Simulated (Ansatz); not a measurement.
## V: energy less free atoms and pressure against volume per atom

All results are calculated (Ansatz 0.2.0). Periodic Kohn-Sham DFT of a crystal at fixed atoms; pressure and stress are positive in compression; the energy is the free energy less that of spherical unpolarised free atoms; site moments are those in the method's own spheres, positive along +z.

Cell of the first row (space group Im-3m, No. 229):
```
cell vectors (Å)
  -1.4821     1.4821     1.4821
   1.4821    -1.4821     1.4821
   1.4821     1.4821    -1.4821
atoms (fractions of the cell vectors)
V   0.00000  0.00000  0.00000
```

Settings of every row: method all-electron LAPW; functional PBE; relativity scalar; k mesh 19x19x19; filling fermi-dirac; smearing width 0.03 eV; basis error target 1 meV/atom; nucleus gaussian.

Atom:
| element | start moment (bohr magneton) |
| --- | --- |
| V | 1.5 |

| row | volume per atom (Å³) | energy less free atoms (eV/atom) | pressure (GPa) |
| --- | --- | --- | --- |
| 1 | 13.023 | -8.3993 | 6.147 |
| 2 | 13.3 | -8.4063 | 1.99 |
| 3 | 13.577 | -8.4064 | -1.767 |
| 4 | 13.716 | -8.4041 | -3.51 |
| 5 | 13.854 | -8.4004 | -5.168 |
| 6 | 13.993 | ? | ? |
| 7 | 14.131 | -8.3887 | -8.247 |
| 8 | 14.408 | -8.372 | -11.035 |
| 9 | 14.685 | -8.3507 | -13.557 |

Cell moment is 0 bohr magneton in every row.

Question: what energy less free atoms and pressure should row 6 give?

Worked fit of energy less free atoms. Take u = (V_r/V)^(2/3) − 1 with V_r = 13.785 Å³ an atom, which is twice the finite (Eulerian) strain; such expansions in the strain, on which the Birch-Murnaghan equation of state is built, carry the rest volume and the bulk modulus. The shown rows have u = 0.03864, 0.02417, 0.01019, 0.00335, -0.00332, -0.01639, -0.02904, -0.04129. Least squares give energy less free atoms = −8.40242 − 0.5636 × u + 16.679 × u² eV/atom; a straight line predicts inner rows, each left out in turn, worse (root mean square 0.0085 against 2.9e-05 eV/atom). All shown rows lie on it to the printed digit. Its lowest point lies at u = 0.0169, or V = 13.44 Å³ an atom, and the curvature there gives the bulk modulus at fixed shape and fractions, B = (4/9)(1 + u)² E″(u)/V = 183 GPa. The withheld row has u = -0.00993, so the fit gives −8.40242 − 0.5636 × (-0.00993) + 16.679 × (-0.00993)² = -8.3952 eV/atom.

The calculation gave -8.3952 eV/atom. The fit meets it to the printed digit.

Worked fit of pressure. Take u = (V_r/V)^(2/3) − 1 with V_r = 13.785 Å³ an atom, which is twice the finite (Eulerian) strain; such expansions in the strain, on which the Birch-Murnaghan equation of state is built, carry the rest volume and the bulk modulus. The shown rows have u = 0.03864, 0.02417, 0.01019, 0.00335, -0.00332, -0.01639, -0.02904, -0.04129. Least squares give pressure = −4.3516 + 247.511 × u + 610.49 × u² + 386 × u³ GPa; a parabola predicts inner rows, each left out in turn, worse (root mean square 0.007 against 0.004 GPa). The rows lie off it by 0.001, -0.003, -0.001, 0.006, -0.001, -0.001, -0.001, 0.001 (root mean square 0.0025 GPa). The pressure vanishes at u = 0.0169, or V = 13.44 Å³ an atom, and there the bulk modulus at fixed shape and fractions is B = −V dP/dV = (2/3)(1 + u) dP/du = 182 GPa. The withheld row has u = -0.00993, so the fit gives −4.3516 + 247.511 × (-0.00993) + 610.49 × (-0.00993)² + 386 × (-0.00993)³ = -6.750 GPa.

The calculation gave -6.745 GPa. The fit lies 0.005 GPa (0.025 % of the column's range) below it; its largest miss of a shown row is 0.006 GPa.
